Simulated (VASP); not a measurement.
# CNH: convergence, self-consistent run

CNH, molecule in box, 3 atoms in the cell. AM05; PAW potentials C, N, H (PBE set). VASP 6.6.1.

Wanted: energy within 1 meV/atom.

What the run is for: comparing ways to reach the ground state; Accuracy asked: standard.

POSCAR:
```
HCN
1.0
   10.0000000000      0.0000000000      0.0000000000
    0.0000000000     12.0000000000      0.0000000000
    0.0000000000      0.0000000000     10.0000000000
C N H
1 1 1
Direct
    0.5004600000      0.4987000000      0.5025550000
    0.5262200000      0.5891500000      0.5286350000
    0.4763800000      0.4143500000      0.4781650000
```

## Way to the ground state (with a PBE run first, the time holds both)

| Way to the ground state (with a PBE run first, the time holds both) | Energy less reference (meV/atom) | Time (s) |
|---|---|---|
| PBE orbitals, then all bands at once (ALGO All, ISEARCH 1): 23 + 42 SCF iterations | 0.0 | 556 |
| plain run (ALGO Normal): 100 SCF iterations | no result | 613 |
| PBE orbitals, then ALGO Normal: 44 SCF iterations | crashed | 327 |
| ALGO Fast: 100 SCF iterations | no result | 624 |
| all bands at once from scratch: 42 SCF iterations | 0.0 | 522 |

Chosen: all bands at once from scratch: 42 SCF iterations, the fastest of those that reach the lowest result within the tolerance.

VASP's message at the runs that stop: ERROR FEXCP: supplied Exchange-correletion table is too small, maximal index : 3883.

## The input

INCAR:
```
ALGO = All
EDIFF = 1E-6
EFERMI = MIDGAP
ENCUT = 520
GGA = AM
GGA_COMPAT = F
ISEARCH = 1
ISIF = 0
ISMEAR = 0
LASPH = T
LCHARG = F
LREAL = F
LWAVE = F
NELM = 100
NELMDL = -8
PREC = Accurate
SIGMA = 0.03
```

KPOINTS:
```
k-points
0
Gamma
  1 1 1
```

Commands:
```
cat potpaw_PBE.64/C/POTCAR potpaw_PBE.64/N/POTCAR potpaw_PBE.64/H/POTCAR > POTCAR
mpirun -np 1 vasp_gam > vasp.out
```

The chosen input took VASP 6.6.1 522 s on 1 core (Intel Xeon Platinum 8259CL @ 2.50GHz (Skylake/Cascade Lake)), a shared host.
